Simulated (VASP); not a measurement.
Write the native input for VASP 6.6.1 that does the following.

```yaml
Task: relaxation of cell and atoms
Functional: PBE
Dispersion: D3(BJ)
Potentials_or_basis: VASP PAW PBE potentials, release 64 (C)
Cutoff: 520 eV
k_mesh: 15 × 15 × 6
Occupations: gaussian, width 0.02 eV
Spin: no spin polarisation
Further_INCAR_settings: ALGO = Normal; EDIFF = 1e-07; IBRION = 2; EDIFFG = -0.15; NSW = 80; ISIF = 3
```

The structure of C lies in POSCAR:

```
C
1.0
    2.4560000000      0.0000000000      0.0000000000
   -1.2280000000      2.1269583900      0.0000000000
    0.0000000000      0.0000000000      6.6960000000
C
4
Direct
    0.0000000000      0.0000000000      0.7500000000
    0.0000000000      0.0000000000      0.2500000000
    0.3333333300      0.6666666700      0.7500000000
    0.6666666700      0.3333333300      0.2500000000
```

The input as run:

INCAR

```
ALGO = Normal
EDIFF = 1E-7
EDIFFG = -0.15
ENCUT = 520
GGA = PE
IBRION = 2
ISIF = 3
ISMEAR = 0
IVDW = 12
LASPH = True
LCHARG = False
LREAL = False
LWAVE = False
NELM = 80
NSW = 80
PREC = Accurate
SIGMA = 0.02
```

KPOINTS

```
k-points
0
Gamma
  15 15 6
```

Potentials or basis: VASP PAW PBE potentials, release 64 (C).

Command:

```console
$ cat potpaw_PBE.64/C/POTCAR > POTCAR
$ mpirun -np 1 vasp_std > vasp.out
```

Results of the run:

```json
{"Relaxed volume": "8.82 Å³/atom", "Relaxed cell": "a = 2.466 Å, b = 2.466 Å, c = 6.696 Å, α = 90.00°, β = 90.00°, γ = 120.00°", "Space group after relaxing (to 0.05 Å)": "P6_3/mmc (No. 194)", "Energy gained by relaxing": "1.3 meV/atom", "Ionic steps": "3", "Pressure after relaxing": "0.0 GPa", "Band gap on the k mesh": "none (metal or under the smearing width)", "Dispersion energy per atom": "-0.157 eV"}
```

Run time: 75 s on 1 thread of Intel(R) Xeon(R) Platinum 8259CL CPU @ 2.50GHz (Skylake/Cascade Lake) (shared host), peak memory 0.18 GiB.
